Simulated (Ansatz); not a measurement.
H on a (110) slab of HfO₂ (Fm-3m (No. 225)), 4 planes, outer planes HfO2 (top) and HfO2 (bottom), 1 a cell of 36.4 Å², relaxed (it stands last):

```yaml
crystal:
  lattice:
    - [7.17414, 0.00000, 0.00000]
    - [0.00000, 5.07288, 0.00000]
    - [0.00000, 0.00000, 23.38061]
  atoms:
    - { symbol: Hf, position: [0.25000, 0.50000, 0.34216] }
    - { symbol: Hf, position: [0.75000, 0.50000, 0.34216] }
    - { symbol: O, position: [0.50000, 0.75000, 0.34216] }
    - { symbol: O, position: [0.00000, 0.75000, 0.34216] }
    - { symbol: O, position: [0.50000, 0.25000, 0.34216] }
    - { symbol: O, position: [0.00000, 0.25000, 0.34216] }
    - { symbol: Hf, position: [0.50000, 0.00000, 0.41887] }
    - { symbol: Hf, position: [0.00000, 0.00000, 0.41887] }
    - { symbol: O, position: [0.75000, 0.25000, 0.41887] }
    - { symbol: O, position: [0.25000, 0.25000, 0.41887] }
    - { symbol: O, position: [0.75000, 0.75000, 0.41887] }
    - { symbol: O, position: [0.25000, 0.75000, 0.41887] }
    - { symbol: Hf, position: [0.75005, 0.50000, 0.50400] }
    - { symbol: Hf, position: [0.24995, 0.50000, 0.50400] }
    - { symbol: O, position: [0.00000, 0.74797, 0.49728] }
    - { symbol: O, position: [0.50000, 0.74763, 0.49694] }
    - { symbol: O, position: [0.00000, 0.25203, 0.49728] }
    - { symbol: O, position: [0.50000, 0.25237, 0.49694] }
    - { symbol: Hf, position: [0.00000, 0.00000, 0.56493] }
    - { symbol: Hf, position: [0.50000, 0.00000, 0.56439] }
    - { symbol: O, position: [0.25056, 0.24055, 0.57504] }
    - { symbol: O, position: [0.74944, 0.24055, 0.57504] }
    - { symbol: O, position: [0.25056, 0.75945, 0.57504] }
    - { symbol: O, position: [0.74944, 0.75945, 0.57504] }
    - { symbol: H, position: [0.00000, 0.50000, 0.63946] }
```

These are results of DFT PBE+D3(BJ), scalar-relativistic, plane waves, PAW in Ansatz, not measurements. Settings: cutoff 420 eV, Γ-centred mesh 2×3×1 on the computed 25-atom cell, Gaussian smearing of 0.05 eV; collinear spin. The cell repeats along c with a dipole correction in the vacuum.

It binds with 0.11 eV an atom against the clean slab and the free atom (no zero-point or thermal terms); its shortest contact is H–O 2.69 Å. Take first-order desorption with no barrier to adsorption, no reaction on the face and an assumed prefactor of 10^13 s⁻¹.

Q: How long does an atom stay at 473 K?

A: τ = ν⁻¹·exp(E/k_BT) with k_BT = 0.0408 eV: E/k_BT = 2.7, so τ ≈ 1×10^-12 s. At about one hit a site a second (10⁻⁶ mbar) the coverage is near τ × 1 s⁻¹, so a layer needs more than atmospheric pressure.

Q: Where does its peak lie in a desorption experiment heated at 1 K/s?

A: The peak obeys E/(k_B·T_p²) = (ν/β)·exp(−E/k_BT_p). Solving gives T_p ≈ 42 K (E/k_BT_p = 30.3). An error of 0.1 eV in E moves it by about 38 K, and larger molecules have larger prefactors, which lowers it.

Q: Is this physisorption or chemisorption?

A: The tightest contact, H–Hf 3.08 Å, is 1.49 times the sum of covalent radii. That is longer than a single bond, but an atom with an unpaired electron can share it over such a distance, so this is a weak bond rather than plain physisorption, and semilocal functionals tend to overbind it. Leaving as a molecule, with a second adsorbate or an atom of the face, can cost less than leaving alone, which these figures don't count.

The reference crystal is the fluorite-type form of HfO2, which isn't its usual structure.